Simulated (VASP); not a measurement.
## Shielding tensors and field gradients of BaZrO3

Aim: NMR shielding tensors and field gradients of BaZrO3. The cell has space group Pm-3m. The start is a cell from a database of measured crystal structures.

Main program and level: VASP 6.6.1; PBE; plane waves and PAW (Ba_sv_GW, Zr_sv, O), in the first sound run; inputs show where later runs differ.

This is a report of a sequence of runs, with most program output left out.

### 1. The structure

The structure is cubic, space group Pm-3m (No. 221). The conventional cell has a = 4.191 Å, b = 4.191 Å, c = 4.191 Å, α = 90.00°, β = 90.00°, γ = 90.00°. Nearest to Ba lie 12 O at 2.96 Å. Nearest to Zr lie 6 O at 2.10 Å. Nearest to O lie 2 Zr at 2.10 Å and 4 Ba at 2.96 Å. Farther neighbours and most contacts between anions are not listed.

### 2. Relaxation

The atoms are relaxed first inside the given cell, which is kept (ISIF = 2), since values at the nuclei depend on the positions.

Input file INCAR:

```
SYSTEM = BaZrO3
PREC = Accurate
ENCUT = 520
EDIFF = 1E-06
NELM = 100
ISMEAR = 0
SIGMA = 0.05
LREAL = .FALSE.
ALGO = Normal
GGA = PE
NBANDS = 26
LASPH = .TRUE.
LWAVE = .FALSE.
LCHARG = .FALSE.
KPAR = 2
IBRION = 2
NSW = 60
ISIF = 2
EDIFFG = -0.01
```

Input file POSCAR:

```
BaZrO3
1.0
    4.1913400000      0.0000000000      0.0000000000
    0.0000000000      4.1913400000      0.0000000000
    0.0000000000      0.0000000000      4.1913400000
Ba Zr O
1 1 3
Direct
    0.0000000000      0.0000000000      0.0000000000
    0.5000000000      0.5000000000      0.5000000000
    0.0000000000      0.5000000000      0.5000000000
    0.5000000000      0.0000000000      0.5000000000
    0.5000000000      0.5000000000      0.0000000000
```

Input file KPOINTS:

```
Automatic mesh
0
Gamma
5 5 5
0 0 0
```

Potentials, in the order of the species: Ba_sv_GW, Zr_sv and O (PBE family, release 64).

Command:

```bash
mpirun -np 2 vasp_std
```

The job ended after 8.4 s (2 MPI ranks of AMD EPYC 9R45, shared host; peak memory 0.33 GiB).

The run keeps the 48 symmetry operations of its start, so it cannot find a distortion of lower symmetry.

The forces vanish from the start, and no atom moves.

Numbers from this step:

- free energy (TOTEN): -43.16 eV
- Fermi energy: 5.419 eV
- pressure: 4.170 GPa

The forces stay under 1e-4 eV/Å.

### 3. Ground state

This step: LDA; plane waves and PAW (Ba_sv_GW, Zr_sv, O) (VASP 6.6.1).

A ground-state run shows first whether the cell has a gap, which the next steps need; its size sets how fine their mesh has to be.

Input file INCAR:

```
SYSTEM = BaZrO3
PREC = Accurate
ENCUT = 520
EDIFF = 1E-07
NELM = 100
ISMEAR = 0
SIGMA = 0.01
LREAL = .FALSE.
ALGO = Normal
GGA = CA
NBANDS = 26
LASPH = .TRUE.
LORBIT = 11
LWAVE = .FALSE.
LCHARG = .FALSE.
KPAR = 2
```

POSCAR is that of step 2.

KPOINTS is that of step 2.

Command:

```bash
mpirun -np 2 vasp_std
```

Elapsed: 6.8 s, on 2 MPI ranks; peak memory 0.28 GiB.

The gap is read on the k-mesh alone, so it is an upper bound where the band edges lie off the mesh. The PAW data sets were made with PBE, though LDA sets exist; this is a small mismatch.

A gap read on the k-mesh alone can miss the band edges.

Numbers from this step:

- free energy (TOTEN): -47.37 eV
- Fermi energy: 4.878 eV
- pressure: -4.594 GPa
- gap on the k-mesh: 3.223 eV
- least direct gap on the k-mesh: 3.304 eV

The cell has a gap of 3.22 eV on this mesh and a pressure of -4.6 GPa, which holds the misfit of the given cell and coordinates with this functional, and any error of cutoff, mesh and data sets. Spin-orbit coupling is left out, which can shift or reorder these edges.

### 4. Shielding tensors

This step: chemical shifts by linear response (GIPAW), LDA; plane waves and PAW (Ba_sv_GW, Zr_sv, O) (VASP 6.6.1).

LCHIMAG computes the induced currents by linear response. It needs tightly converged orbitals and a cutoff well above the default; LEFG adds the field gradients at no cost.

Input file INCAR:

```
SYSTEM = BaZrO3
PREC = Accurate
ENCUT = 560
EDIFF = 1E-09
NELM = 100
ISMEAR = 0
SIGMA = 0.01
LREAL = .FALSE.
ALGO = Normal
GGA = CA
NBANDS = 26
LASPH = .TRUE.
LWAVE = .FALSE.
LCHARG = .FALSE.
KPAR = 2
LCHIMAG = .TRUE.
LEFG = .TRUE.
DQ = 0.001
ICHIBARE = 1
LNMR_SYM_RED = .TRUE.
```

POSCAR is that of step 3.

Input file KPOINTS:

```
Automatic mesh
0
Gamma
6 6 6
0 0 0
```

Potentials, in the order of the species: Ba_sv_GW, Zr_sv and O (LDA family, release 64).

Command:

```bash
mpirun -np 2 vasp_std
```

Elapsed: 5.1 min, on 2 MPI ranks; peak memory 0.75 GiB; 10 min of CPU time.

Spin-orbit coupling is left out, which changes shieldings on and beside heavy atoms by much.

This step gave:

* free energy (TOTEN): -48.74 eV
* Fermi energy: 4.917 eV
* pressure: -4.812 GPa
* gap on the k-mesh: 3.113 eV
* least direct gap on the k-mesh: 3.305 eV

Valence and core; the G = 0 term is that of a spherical sample. NMR shielding, by row:

| atom | isotropic shielding (ppm) | span (ppm) | skew | isotropic shielding without the G = 0 term (ppm) |
| --- | --- | --- | --- | --- |
| Ba1 | 4864 | 0 | - | 4854 |
| Zr2 | 1381 | 0 | - | 1371 |
| O3 | -196 | 313.5 | 1 | -206.6 |
| O4 | -196 | 313.5 | 1 | -206.6 |
| O5 | -196 | 313.5 | 1 | -206.6 |

Ordered as |Vzz| ≥ |Vxx| ≥ |Vyy|, the program's way. Electric field gradients, by row:

| atom | Vxx (V/Å²) | Vyy (V/Å²) | Vzz (V/Å²) | asymmetry |
| --- | --- | --- | --- | --- |
| Ba1 | 0 | 0 | 0 | - |
| Zr2 | 0 | 0 | 0 | - |
| O3 | 9.351 | 9.351 | -18.7 | 0 |
| O4 | 9.351 | 9.351 | -18.7 | 0 |
| O5 | 9.351 | 9.351 | -18.7 | 0 |

### 5. Atoms moved

The atoms are moved at random, which breaks the symmetry and shows how shieldings follow the geometry.

INCAR is that of step 4.

Input file POSCAR:

```
BaZrO3
1.0
    4.1913400000      0.0000000000      0.0000000000
    0.0000000000      4.1913400000      0.0000000000
    0.0000000000      0.0000000000      4.1913400000
Ba Zr O
1 1 3
Direct
   -0.0007920000      0.0248710000     -0.0252460000
    0.4709400000      0.5016260000      0.4981420000
    0.0035280000      0.5053810000      0.4760160000
    0.4844250000      0.0070800000      0.4947410000
    0.4817040000      0.4979550000     -0.0026380000
```

KPOINTS is that of step 4.

Command:

```bash
mpirun -np 2 vasp_std
```

Run time: 11 min. Hardware: 2 MPI ranks.

The run was cut off at its time limit.

More ranks or a longer limit would be the way on.

### 6. Summary of results

```yaml
ba_isotropic_shielding: 4864.4 ppm
zr_isotropic_shielding: 1381.2 ppm
o_isotropic_shielding: -196 ppm
```

**Reading.** At LDA the isotropic shieldings are Ba 4864.4 ppm; Zr 1381.2 ppm; O -196 ppm. The widest tensor is that of O3, with a span (largest less smallest principal value) of 314 ppm. The largest field gradient is Vzz = -18.7 V/Å² at O3. Shifts were not obtained, since a shift is the shielding of a reference compound, computed alike, less these values. The G = 0 term is the part set by the sample's shape, taken here for a sphere. Spin-orbit effects on the shifts of and near heavy atoms are left out. No finer mesh was run, so convergence in it isn't shown. VASP's guide advises NLSPLINE for shieldings, which this input doesn't set; the effect wasn't tested. The run «atoms moved» ended without a result (time limit). The cell has space group Pm-3m. The given cell is kept, although it stands at -4.8 GPa at LDA and ENCUT = 560 eV, which holds the mismatch of the given cell with this functional, any error of the entry itself and any basis-set error; the relaxation of the atoms, at PBE and ENCUT = 520 eV, gave +4.2 GPa. Not tabulated here, as repeats of values shown or as unfit to read for their mesh, reference level or band range: gaps (relaxation).

[Lines on the potential files, build, host, timing and source positions are cut from VASP's logs without a mark.]

[Logs are printed without paths, hosts, clocks, repeated set-up lines and the standing remarks that a program may print on its own settings, such as how far it seeks lower states.]

[Hosts, paths, dates, database ids (printed as entryN), source tags and the programs' standing remarks are cut or masked in the printed files.]
